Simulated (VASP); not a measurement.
# Pt in VASP: further runs, part 2 of 2

VASP 6.6.1. Earlier steps stand in the parts before.

**3. Relaxation of the atoms, PBEsol**

Input file INCAR:

```
PREC = Accurate
ENCUT = 350
EDIFF = 1E-6
ISMEAR = -1
SIGMA = 0.05
LREAL = False
LASPH = True
NELM = 60
ALGO = Normal
ISIF = 2
LWAVE = False
LCHARG = False
GGA = PS
IBRION = 2
NSW = 60
EDIFFG = -0.02
```

Input file KPOINTS:

```
Automatic mesh
0
Gamma
  13 13 1
```

Input file POSCAR:

```
Pt
1.0
    2.7746870094      0.0000000000      0.0000000000
    0.0000000000      2.7746870094      0.0000000000
    0.0000000000      0.0000000000     30.6960000000
Pt
9
Direct
    0.0000000000      0.0000000000      0.2443315090
    0.5000000000      0.5000000000      0.3082486317
    0.0000000000      0.0000000000      0.3721657545
    0.5000000000      0.5000000000      0.4360828772
    0.0000000000      0.0000000000      0.5000000000
    0.5000000000      0.5000000000      0.5639171228
    0.0000000000      0.0000000000      0.6278342455
    0.5000000000      0.5000000000      0.6917513683
    0.0000000000      0.0000000000      0.7556684910
```

Potentials or basis: VASP PAW PBE potentials, release 64 (Pt).

Launch:

```
$ cat potpaw_PBE.64/Pt/POTCAR > POTCAR
$ mpirun -np 1 vasp_std > vasp.out
```

OUTCAR:

```text
PREC = Accurate
   ENCUT = 350
   EDIFF = 1E-6
   ISMEAR = -1
   LREAL = False
   LASPH = True
   NELM = 60
   ISIF = 2
   GGA = PS
   IBRION = 2
   NSW = 60
   EDIFFG = -0.02

 ion  position               nearest neighbor table
   1  0.000  0.000  0.244-   2 2.77   2 2.77   2 2.77   2 2.77
   2  0.500  0.500  0.308-   1 2.77   1 2.77   1 2.77   1 2.77   3 2.77   3 2.77   3 2.77   3 2.77

   3  0.000  0.000  0.372-   4 2.77   4 2.77   4 2.77   4 2.77   2 2.77   2 2.77   2 2.77   2 2.77

   4  0.500  0.500  0.436-   3 2.77   3 2.77   3 2.77   3 2.77   5 2.77   5 2.77   5 2.77   5 2.77
[... 5 lines left out ...]
   7  0.000  0.000  0.628-   6 2.77   6 2.77   6 2.77   6 2.77   8 2.77   8 2.77   8 2.77   8 2.77

   8  0.500  0.500  0.692-   9 2.77   9 2.77   9 2.77   9 2.77   7 2.77   7 2.77   7 2.77   7 2.77

   9  0.000  0.000  0.756-   8 2.77   8 2.77   8 2.77   8 2.77

  LATTYP: Found a simple tetragonal cell.
 ALAT       =     2.7746870094
 C/A-ratio  =    11.0628693961

  Lattice vectors:

 A1 = (   2.7746870094,   0.0000000000,   0.0000000000)
 A2 = (   0.0000000000,   2.7746870094,   0.0000000000)
 A3 = (   0.0000000000,   0.0000000000,  30.6960000000)

Analysis of symmetry for initial positions (statically):
=====================================================================
 Subroutine PRICEL returns:
 Original cell was already a primitive cell.

[... 313 lines left out ...]

--------------------------------------- Ionic step       14  -------------------------------------------

 number of electron      89.9999973 magnetization

------------------------ aborting loop because EDIFF is reached ----------------------------------------
[... 81 lines left out ...]
--------------------------------------- Ionic step       16  -------------------------------------------

 number of electron      89.9999973 magnetization

 Free energy of the ion-electron system (eV)
  ---------------------------------------------------
  ext. energy  EPLUGINS =         0.00000000
  ---------------------------------------------------
  free energy    TOTEN  =       -60.54826321 eV

  energy without entropy =      -60.39374488  energy(sigma->0) =      -60.47100404

 E-fermi :   3.8896     XC(G=0):  -8.4099

 val. band max:        3.8879336209   @ k =   0.3846   0.0000   0.0000
 cond. band min:       3.8914045595   @ k =   0.0000   0.0000   0.0000
 fundamental gap:      0.0034709386
 Fermi energy:         3.8895660538

 k-point     1 :       0.0000    0.0000    0.0000
  band No.  band energies     occupation
      1      -6.3072      2.00000
      2      -5.8895      2.00000
      3      -5.1498      2.00000
      4      -4.2581      2.00000
      5      -3.4305      2.00000
      6      -3.1737      2.00000
[... 1357 lines left out ...]
     53       9.0858      0.00000
     54       9.5790      0.00000

 [... further k-points ...]

------------------------ aborting loop because EDIFF is reached ----------------------------------------

  FORCE on cell =-STRESS in cart. coord.  units (eV):
  Direction    XX          YY          ZZ          XY          YZ          ZX
  --------------------------------------------------------------------------------------
  -------------------------------------------------------------------------------------
  Total       -4.2931678     -4.2931678     -0.7296163      0.0000000      0.0000000      0.0000000
  in kB      -29.1057407    -29.1057407     -4.9464692      0.0000000      0.0000000      0.0000000
  external PRESSURE =     -21.0526502 kB  Pullay stress =       0.0000000 kB
[... 24 lines left out ...]
  FREE ENERGIE OF THE ION-ELECTRON SYSTEM (eV)
  ---------------------------------------------------
  free  energy   TOTEN  =       -60.5482632070 eV

  energy  without entropy=      -60.3937448755  energy(sigma->0) =      -60.47100404

 reached required accuracy - stopping structural energy minimisation
```

OSZICAR:

```text
N       E                     dE             d eps       ncg     rms          rms(c)
DAV:   1     0.486759929606E+03    0.48676E+03   -0.35497E+04  3048   0.111E+03
DAV:   2    -0.372103297194E+02   -0.52397E+03   -0.49666E+03  3526   0.271E+02
DAV:   3    -0.636383295863E+02   -0.26428E+02   -0.24105E+02  3754   0.542E+01
DAV:   4    -0.646640228997E+02   -0.10257E+01   -0.98451E+00  3772   0.106E+01
[... 190 lines left out ...]
DAV:   4    -0.605483392886E+02   -0.21638E-04   -0.63173E-04  3650   0.123E-01    0.107E-01
DAV:   5    -0.605482721161E+02    0.67172E-04   -0.26838E-04  3618   0.912E-02    0.394E-02
DAV:   6    -0.605482661137E+02    0.60025E-05   -0.35468E-05  3400   0.415E-02    0.191E-02
DAV:   7    -0.605482635342E+02    0.25795E-05   -0.79514E-06  3036   0.187E-02    0.547E-03
DAV:   8    -0.605482632070E+02    0.32711E-06   -0.94808E-07  1638   0.576E-03
  16 F= -.60548263E+02 E0= -.60471004E+02  d E =-.460356E-04
```

CONTCAR:

```text
Pt
   1.00000000000000
     2.7746870094000000    0.0000000000000000    0.0000000000000000
     0.0000000000000000    2.7746870094000000    0.0000000000000000
     0.0000000000000000    0.0000000000000000   30.6960000000000015
  Pt
     9
Direct
     0.0000000000000000    0.0000000000000000    0.2475344828369748
     0.5000000000000000    0.5000000000000000    0.3093308773621546
     0.0000000000000000    0.0000000000000000    0.3726742269562636
     0.5000000000000000    0.5000000000000000    0.4362439165478617
     0.0000000000000000    0.0000000000000000    0.5000000000000000
     0.5000000000000000    0.5000000000000000    0.5637560834521383
     0.0000000000000000    0.0000000000000000    0.6273257730437364
     0.5000000000000000    0.5000000000000000    0.6906691226378453
     0.0000000000000000    0.0000000000000000    0.7524655171630252

  0.00000000E+00  0.00000000E+00  0.00000000E+00
  0.00000000E+00  0.00000000E+00  0.00000000E+00
  0.00000000E+00  0.00000000E+00  0.00000000E+00
  0.00000000E+00  0.00000000E+00  0.00000000E+00
  0.00000000E+00  0.00000000E+00  0.00000000E+00
  0.00000000E+00  0.00000000E+00  0.00000000E+00
  0.00000000E+00  0.00000000E+00  0.00000000E+00
  0.00000000E+00  0.00000000E+00  0.00000000E+00
  0.00000000E+00  0.00000000E+00  0.00000000E+00
```

It took 19 min on 1 thread of AMD EPYC 9R45 (Zen 5), shared host; peak memory 0.29 GiB.

What came out:

- Free energy: -60.5483 eV
- Energy gained by relaxing: 4.1 meV/atom
- Ionic steps: 16
- Largest force after relaxing: 0.010 eV/Å
- Band gap on the k mesh: none (metal or under the smearing width)

Forces on the atoms (eV/Å):
```
Pt   0.000  0.000  0.010
Pt   0.000  0.000 -0.004
Pt   0.000  0.000 -0.003
Pt   0.000  0.000 -0.001
Pt   0.000  0.000  0.000
Pt   0.000  0.000  0.001
Pt   0.000  0.000  0.003
Pt   0.000  0.000  0.004
Pt   0.000  0.000 -0.010
```

The path:
| step | energy change (eV) | largest force (eV/Å) | pressure (GPa) |
| --- | --- | --- | --- |
| 1 | 0.0000 | 0.4774 | -3.87 |
| 2 | -0.0218 | 0.2227 | -3.49 |
| 3 | -0.0243 | 0.1731 | -3.29 |
| 4 | -0.0292 | 0.1088 | -3.12 |
| 5 | -0.0303 | 0.0766 | -3.01 |
| 6 | -0.0303 | 0.0885 | -2.99 |
| 7 | -0.0319 | 0.0576 | -2.90 |
| 8 | -0.0323 | 0.0612 | -2.84 |
| 9 | -0.0332 | 0.0530 | -2.76 |
| 10 | -0.0354 | 0.0437 | -2.53 |
| 11 | -0.0366 | 0.0777 | -2.05 |
| 12 | -0.0367 | 0.0727 | -2.17 |
| 13 | -0.0369 | 0.0413 | -2.09 |
| 14 | -0.0371 | 0.0207 | -2.12 |
| 15 | -0.0371 | 0.0213 | -2.13 |
| 16 | -0.0371 | 0.0099 | -2.11 |

Final structure:
```
CELL_PARAMETERS angstrom
2.77469 0.00000 0.00000
0.00000 2.77469 0.00000
0.00000 0.00000 30.69600
ATOMIC_POSITIONS crystal
Pt 0.00000 0.00000 0.24753
Pt 0.50000 0.50000 0.30933
Pt 0.00000 0.00000 0.37267
Pt 0.50000 0.50000 0.43624
Pt 0.00000 0.00000 0.50000
Pt 0.50000 0.50000 0.56376
Pt 0.00000 0.00000 0.62733
Pt 0.50000 0.50000 0.69067
Pt 0.00000 0.00000 0.75247
```

Levels at points of the mesh, in eV from the Fermi level:
| k point | band 44 | band 45 | band 46 | band 47 | band 48 | band 49 |
| --- | --- | --- | --- | --- | --- | --- |
| (0.00, 0.00, 0.00) | -0.44 | -0.43 | -0.14 | 0.00 | 0.06 | 0.09 |

Caveat: the PAW data sets were made with another functional, which shifts forces and pressure a little. The run has no spin-orbit coupling, so splittings on Pt are missing.
